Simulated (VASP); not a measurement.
# AgBr (Fm-3m) in VASP: single point with PBE

Aim: the single point of AgBr with PBE.

Everything below comes from runs of VASP 6.6.1. Logs are shortened: lines on timing, memory, paths and dates and some standing lists are left out, and cuts for length are marked.

### Step 1. The cell of the first run

Symmetry: Fm-3m, No. 225, cubic system. The conventional cell has a = 5.949 Å, b = 5.949 Å, c = 5.949 Å, α = 90.00°, β = 90.00°, γ = 90.00°. Ag (site symmetry m-3m) has 6 Br at 2.97 Å as nearest neighbours. Around Br (site symmetry m-3m) lie 6 Ag at 2.97 Å.

The cell was built by a generator and needn't be a form met in nature.

### Step 2. Single point, PBE (hydrostatic strain +2.8%)

File INCAR:

```
SYSTEM = AgBr
PREC = Accurate
ENCUT = 520
EDIFF = 1E-6
ISMEAR = -1
SIGMA = 0.02
LREAL = .False.
LASPH = .True.
NELM = 100
ALGO = Normal
ISIF = 2
LWAVE = .False.
LCHARG = .False.
GGA = PE
NBANDS = 16
```

File KPOINTS:

```
regular mesh
0
Gamma
  8 8 8
  0 0 0
```

File POSCAR:

```
AgBr
1.0
    0.0000000000      2.9745976568      2.9745976568
    2.9745976568      0.0000000000      2.9745976568
    2.9745976568      2.9745976568      0.0000000000
Ag Br
1 1
Direct
    0.0000000000      0.0000000000      0.0000000000
    0.5000000000      0.5000000000      0.5000000000
```

Potentials or basis: VASP PAW PBE potentials, release 64 (Ag, Br).

The run is started by

```sh
> cat potpaw_PBE.64/Ag/POTCAR potpaw_PBE.64/Br/POTCAR > POTCAR
> mpirun -np 1 vasp_std > vasp.out
```

OUTCAR:

```text
SYSTEM = AgBr
   PREC = Accurate
   ENCUT = 520
   EDIFF = 1E-6
   ISMEAR = -1
   LREAL = .False.
   LASPH = .True.
   NELM = 100
   ISIF = 2
   GGA = PE

 ion  position               nearest neighbor table
   1  0.000  0.000  0.000-   2 2.97   2 2.97   2 2.97   2 2.97   2 2.97   2 2.97
   2  0.500  0.500  0.500-   1 2.97   1 2.97   1 2.97   1 2.97   1 2.97   1 2.97

  LATTYP: Found a face centered cubic cell.
 ALAT       =     5.9491953136

  Lattice vectors:

 A1 = (   0.0000000000,   2.9745976568,   2.9745976568)
 A2 = (   2.9745976568,   0.0000000000,   2.9745976568)
 A3 = (   2.9745976568,   2.9745976568,   0.0000000000)

Analysis of symmetry for initial positions (statically):
=====================================================================
 Subroutine PRICEL returns:
 Original cell was already a primitive cell.

 Routine SETGRP: Setting up the symmetry group for a
 face centered cubic supercell.

 Subroutine GETGRP returns: Found 48 space group operations
 (whereof 48 operations were pure point group operations)
 out of a pool of 48 trial point group operations.

The static configuration has the point symmetry O_h .

Analysis of symmetry for dynamics (positions and initial velocities):
=====================================================================
 Subroutine PRICEL returns:
 Original cell was already a primitive cell.

 Routine SETGRP: Setting up the symmetry group for a
 face centered cubic supercell.

 Subroutine GETGRP returns: Found 48 space group operations
 (whereof 48 operations were pure point group operations)
 out of a pool of 48 trial point group operations.

The dynamic configuration has the point symmetry O_h .

 Subroutine INISYM returns: Found 48 space group operations
 (whereof 48 operations are pure point group operations),
 and found     1 'primitive' translations

----------------------------------------------------------------------------------------

                                     Primitive cell

  volume of cell :      52.6399

  direct lattice vectors                    reciprocal lattice vectors
     0.000000000  2.974597657  2.974597657    -0.168089960  0.168089960  0.168089960
     2.974597657  0.000000000  2.974597657     0.168089960 -0.168089960  0.168089960
     2.974597657  2.974597657  0.000000000     0.168089960  0.168089960 -0.168089960

  length of vectors
     4.206716349  4.206716349  4.206716349     0.291140350  0.291140350  0.291140350

  position of ions in fractional coordinates (direct lattice)
     0.000000000  0.000000000  0.000000000
     0.500000000  0.500000000  0.500000000

  ion indices of the primitive-cell ions
   primitive index   ion index
                 1           1
                 2           2

----------------------------------------------------------------------------------------

 KPOINTS: regular mesh

Automatic generation of k-mesh.
 Grid dimensions read from file:
 generate k-points for:    8    8    8

 Generating k-lattice:

  Cartesian coordinates                     Fractional coordinates (reciprocal lattice)
    -0.021011245  0.021011245  0.021011245     0.125000000  0.000000000  0.000000000
     0.021011245 -0.021011245  0.021011245     0.000000000  0.125000000  0.000000000
     0.021011245  0.021011245 -0.021011245     0.000000000  0.000000000  0.125000000

  Length of vectors
     0.036392544  0.036392544  0.036392544

  Shift w.r.t. Gamma in fractional coordinates (k-lattice)
     0.000000000  0.000000000  0.000000000

 Subroutine IBZKPT returns following result:
 ===========================================

 Found     29 irreducible k-points:

 Following reciprocal coordinates:
            Coordinates               Weight
  0.000000  0.000000  0.000000      1.000000
  0.125000  0.000000  0.000000      8.000000
  0.250000  0.000000  0.000000      8.000000
  0.375000  0.000000  0.000000      8.000000
  0.500000  0.000000  0.000000      4.000000
  0.125000  0.125000  0.000000      6.000000
[... 16 lines left out ...]
  0.500000  0.250000  0.125000     48.000000
 -0.375000  0.250000  0.125000     24.000000
 [... further k-points ...]
   k-points           NKPTS =     29   k-points in BZ     NKDIM =     29   number of bands    NBANDS=     16
   number of dos      NEDOS =    301   number of ions     NIONS =      2
   total plane-waves  NPLWV =  32768
   dimension x,y,z NGX =    32 NGY =   32 NGZ =   32
   dimension x,y,z NGXF=    64 NGYF=   64 NGZF=   64
   ions per type =               1   1
   NGX,Y,Z   is equivalent  to a cutoff of  12.65, 12.65, 12.65 a.u.
   NGXF,Y,Z  is equivalent  to a cutoff of  25.29, 25.29, 25.29 a.u.
 SYSTEM =  AgBr
   PREC   = accura    normal or accurate (medium, high low for compatibility)
   ISTART =      0    job   : 0-new  1-cont  2-samecut
   ICHARG =      2    charge: 1-file 2-atom 10-const
   ISPIN  =      1    spin polarized calculation?
   LNONCOLLINEAR =      F non collinear calculations
   LSORBIT =      F    spin-orbit coupling
   LASPH  =      T    aspherical Exc in radial PAW
   ENCUT  =  520.0 eV  38.22 Ry    6.18 a.u.   7.82  7.82  7.82*2*pi/ulx,y,z
   NELM   =    100;   NELMIN=  2; NELMDL= -5     # of ELM steps
   EDIFF  = 0.1E-05   stopping-criterion for ELM
   LREAL  =      F    real-space projection
   EDIFFG = 0.1E-04   stopping-criterion for IOM
   NSW    =      0    number of steps for IOM
   IBRION =     -1    ionic relax: 0-MD 1-quasi-New 2-CG
   NFREE  =      0    steps in history (QN), initial steepest desc. (CG)
   ISIF   =      2    stress and relaxation
   ISYM   =      2    0-nonsym 1-usesym 2-fastsym
   POTIM  = 0.5000    time-step for ionic-motion
   TEBEG  =    0.0;   TEEND  =   0.0 temperature during run
   PSTRESS=    0.0 pullay stress
   NELECT =      18.0000    total number of electrons
   NUPDOWN=      -1.0000    fix difference up-down
   EMIN   =  10.00;   EMAX   =-10.00  energy-range for DOS
   EFERMI =   0.00;   METHOD = LEGACY
   ISMEAR =    -1;   SIGMA  =   0.02  broadening in eV -4-tet -1-fermi 0-gaus
   EFERMI_NEDOS =   21; number of points for ismear=-14 and -15
   IALGO  =     38    algorithm
   IMIX   =      4    mixing-type and parameters
     AMIX     =   0.40;   BMIX     =  1.00
     AMIX_MAG =   1.60;   BMIX_MAG =  1.00
  volume/ion in A,a.u.               =      26.32       177.62
  Fermi-wavevector in a.u.,A,eV,Ry     =   1.144794  2.163347 17.831168  1.310554
  Thomas-Fermi vector in A             =   2.281485
   LORBIT       =      0    0 simple, 1 ext, 2 COOP (PROOUT), +10 PAW based schemes
   GGA     = PE    functional components
   LHFCALC =     F    Hartree Fock is set to
   AEXX    =    0.0000 exact exchange contribution
   IVDW    =     0    specifies the selected vdW correction
   LEPSILON=     F    determine dielectric tensor
   LRPA    =     F    only Hartree local field effects (RPA)
 non-spin polarized calculation
  energy-cutoff  :      520.00
  volume of cell :       52.64
 maximum number of plane-waves:      1428
   NGX = 15   NGY = 15   NGZ = 15

 number of electron      18.0000002 magnetization

 Free energy of the ion-electron system (eV)
  ---------------------------------------------------
  ext. energy  EPLUGINS =         0.00000000
  ---------------------------------------------------
  free energy    TOTEN  =        -4.98273626 eV

  energy without entropy =       -4.98273626  energy(sigma->0) =       -4.98273626

 E-fermi :   2.7581     XC(G=0):  -9.3218

 val. band max:        2.3777090507   @ k =   0.5000   0.0000   0.0000
 cond. band min:       3.0929783700   @ k =   0.0000   0.0000   0.0000
 fundamental gap:      0.7152693193
 Fermi energy:         2.7580599157

 k-point     1 :       0.0000    0.0000    0.0000
  band No.  band energies     occupation
      1     -12.0564      2.00000
      2      -0.0129      2.00000
      3      -0.0129      2.00000
      4      -0.0123      2.00000
      5      -0.0123      2.00000
      6      -0.0123      2.00000
[... 8 lines left out ...]
     15      13.7215      0.00000
     16      13.7232      0.00000

 k-point     2 :       0.1250    0.0000    0.0000
  band No.  band energies     occupation
      1     -12.0120      2.00000
      2      -0.3314      2.00000
      3      -0.3314      2.00000
      4      -0.2728      2.00000
      5       0.0204      2.00000
      6       0.0204      2.00000
[... 8 lines left out ...]
     15      13.1476      0.00000
     16      13.4884      0.00000

 k-point     3 :       0.2500    0.0000    0.0000
  band No.  band energies     occupation
      1     -11.9014      2.00000
      2      -1.1071      2.00000
      3      -0.7638      2.00000
      4      -0.7638      2.00000
      5       0.1010      2.00000
      6       0.1010      2.00000
[... 8 lines left out ...]
     15      13.6604      0.00000
     16      13.6604      0.00000

 k-point     4 :       0.3750    0.0000    0.0000
  band No.  band energies     occupation
      1     -11.7852      2.00000
      2      -1.7969      2.00000
      3      -1.0579      2.00000
      4      -1.0579      2.00000
      5       0.1840      2.00000
      6       0.1840      2.00000
[... 8 lines left out ...]
     15      14.6968      0.00000
     16      14.6968      0.00000
[... 324 lines left out ...]
 k-point    22 :       0.3750    0.2500    0.1250
  band No.  band energies     occupation
      1     -11.8312      2.00000
      2      -1.4577      2.00000
      3      -0.8107      2.00000
      4      -0.4591      2.00000
      5       0.0663      2.00000
      6       0.1684      2.00000
[... 8 lines left out ...]
     15      15.5864      0.00000
     16      15.9998      0.00000

 k-point    23 :       0.5000    0.2500    0.1250
  band No.  band energies     occupation
      1     -11.7463      2.00000
      2      -1.6251      2.00000
      3      -1.0533      2.00000
      4      -0.7863      2.00000
      5       0.1343      2.00000
      6       0.2226      2.00000
[... 8 lines left out ...]
     15      15.8534      0.00000
     16      16.0386      0.00000

 k-point    24 :      -0.3750    0.2500    0.1250
  band No.  band energies     occupation
      1     -11.7103      2.00000
      2      -1.6723      2.00000
      3      -1.0561      2.00000
      4      -1.0514      2.00000
      5       0.1804      2.00000
      6       0.2263      2.00000
[... 8 lines left out ...]
     15      14.6492      0.00000
     16      16.3829      0.00000

 [... further k-points ...]

------------------------ aborting loop because EDIFF is reached ----------------------------------------

  FORCE on cell =-STRESS in cart. coord.  units (eV):
  Direction    XX          YY          ZZ          XY          YZ          ZX
  --------------------------------------------------------------------------------------
  -------------------------------------------------------------------------------------
  Total       -0.6177964     -0.6177964     -0.6177964     -0.0000000     -0.0000000      0.0000000
  in kB      -18.8036106    -18.8036106    -18.8036106     -0.0000000     -0.0000000      0.0000000
  external PRESSURE =     -18.8036106 kB  Pullay stress =       0.0000000 kB

 VOLUME and BASIS-vectors are now :
 -----------------------------------------------------------------------------
  energy-cutoff  :      520.00
  volume of cell :       52.64
      direct lattice vectors                 reciprocal lattice vectors
     0.000000000  2.974597657  2.974597657    -0.168089960  0.168089960  0.168089960
     2.974597657  0.000000000  2.974597657     0.168089960 -0.168089960  0.168089960
     2.974597657  2.974597657  0.000000000     0.168089960  0.168089960 -0.168089960

 POSITION                                       TOTAL-FORCE (eV/Angst)
 -----------------------------------------------------------------------------------
      0.00000      0.00000      0.00000        -0.000000      0.000000      0.000000
      2.97460      2.97460      2.97460         0.000000     -0.000000     -0.000000
 -----------------------------------------------------------------------------------
    total drift:                                0.000000     -0.000000     -0.000000

  FREE ENERGIE OF THE ION-ELECTRON SYSTEM (eV)
  ---------------------------------------------------
  free  energy   TOTEN  =        -4.9827362603 eV

  energy  without entropy=       -4.9827362601  energy(sigma->0) =       -4.98273626
```

Run time: 11 s. Hardware: 1 thread of Intel Xeon 6975P-C (Granite Rapids), shared host; peak memory 0.18 GiB.

What came out:

- Free energy: -4.9827 eV
- Pressure: -1.9 GPa
- Band gap on the k mesh: 0.72 eV, indirect (least direct gap 2.28 eV)
